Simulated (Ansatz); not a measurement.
Something may be wrong with this Ansatz 0.2.0 calculation of HfO2.

input.yaml

```yaml
crystal:
  lattice:
    - [0.0, 2.5575, 2.5575]
    - [2.5575, 0.0, 2.5575]
    - [2.5575, 2.5575, 0.0]
  atoms:
    - { symbol: Hf, position: [0.0, 0.0, 0.0] }
    - { symbol: O, position: [0.75, 0.75, 0.75] }
    - { symbol: O, position: [0.25, 0.25, 0.25] }
hamiltonian:
  xc: pbesol
  pseudopotentials: { kind: paw, source: jth, xc_functional: pbe }
  dispersion: d3bj
  hubbard: { sites: [{ species: Hf, l: d, u_eff: 20.0 }] }
kpoints:
  mp_grid: { grid: [9, 9, 9] }
scf:
  occupations: { method: gaussian, width: 0.025 }
  n_extra_bands: 7
  max_iter: 75
output:
  forces: true
  stress: true
  eigenvalues: true
  dos: { projected: true, de: 0.05, nscf_kmesh: { grid: [14, 14, 14] } }
```

Potentials or basis: JTH PAW.

Command:

```console
$ ansatz run input.yaml --threads 2 --pin off --max-ram 5120MiB --backend cpu --events-out ev --progress --plain --runs-dir out
```

Output:

```text
Warning: the checks of this Hf dataset prove no rule for summing its radial tables, as where they were carried onto another mesh than they were made on, and Gregory's rule is taken, under which a leading mesh point left out moves its sums only by what lay on the interval it spanned. That does not make them correct, and they differ from Quantum ESPRESSO's on this file; a re-export a fraction of a mesh step off can move them. hamiltonian.pseudopotentials.radial_quadrature: simpson_from_first_knot sums it by `pw.x`'s rule; on a PAW file no value gives `pw.x`'s numbers. What more to know: hamiltonian.pseudopotentials.radial_quadrature, in the input reference
Warning: the checks of this O dataset prove no rule for summing its radial tables, as where they were carried onto another mesh than they were made on, and Gregory's rule is taken, under which a leading mesh point left out moves its sums only by what lay on the interval it spanned. That does not make them correct, and they differ from Quantum ESPRESSO's on this file; a re-export a fraction of a mesh step off can move them. hamiltonian.pseudopotentials.radial_quadrature: simpson_from_first_knot sums it by `pw.x`'s rule; on a PAW file no value gives `pw.x`'s numbers. What more to know: hamiltonian.pseudopotentials.radial_quadrature, in the input reference
Warning: RAYON_NUM_THREADS=2 ignored (pool sized by the plan → 2); use --threads N
Hf: projections on atomic orbitals take those of the free atom [Kr 4d10 4f14] 5s2 5p6 5d2 6s2 6p0, of charge +0.00 (hamiltonian.pseudopotentials.projection_atoms); the dataset's partial waves leave at most 2.3e-6 of an orbital's norm unspanned inside its sphere
O: projections on atomic orbitals take those of the free atom [He] 2s2 2p4, of charge +0.00 (hamiltonian.pseudopotentials.projection_atoms); the dataset's partial waves leave at most 4.4e-11 of an orbital's norm unspanned inside its sphere
[... 1 line left out ...]
Engine: ansatz 0.2.0, aarch64-unknown-linux-gnu
Pseudopotentials: kind: paw
[... 50 lines left out ...]
  E_ewald      = -1829.513012
  E_disp       = -0.662815  (pairwise vdW)
  E_core_change = 0.070559  (= ΣΔE_core)
  E_smearing   = -0.000000  (= −TS)
  E_closure    = 0.000000  (closes the sum)
  Σ components = -10464.710175   (vs F -10464.710175, Δ=0.00e0)
--- Forces (eV/Å), atoms counted from 1 ---
  atom   1  Hf    -0.00000000     0.00000000    -0.00000000
  atom   2  O      0.00000000    -0.00000000    -0.00000000
  atom   3  O      0.00000000     0.00000000     0.00000000
  max |Σ_I F_I| component: 1.85e-17 eV/Å
--- Stress (GPa, compression-positive) ---
       23.242664      -0.000000       0.000000
       -0.000000      23.242664       0.000000
        0.000000       0.000000      23.242664
  P = ⅓ Tr σ = 23.2427 GPa (232.427 kbar)
[... 5 lines left out ...]
Occupation matrices written to <dir>
```

Question: Diagnose the run.

Answer: The calculation finished and met its thresholds. The input holds a flaw that was put in on purpose: an enormous or negative U (hamiltonian.hubbard = {"sites": [{"species": "Hf", "l": "d", "u_eff": 20.0}]}). The program doesn't stop on it, so the numbers can't be trusted though the run ends normally.
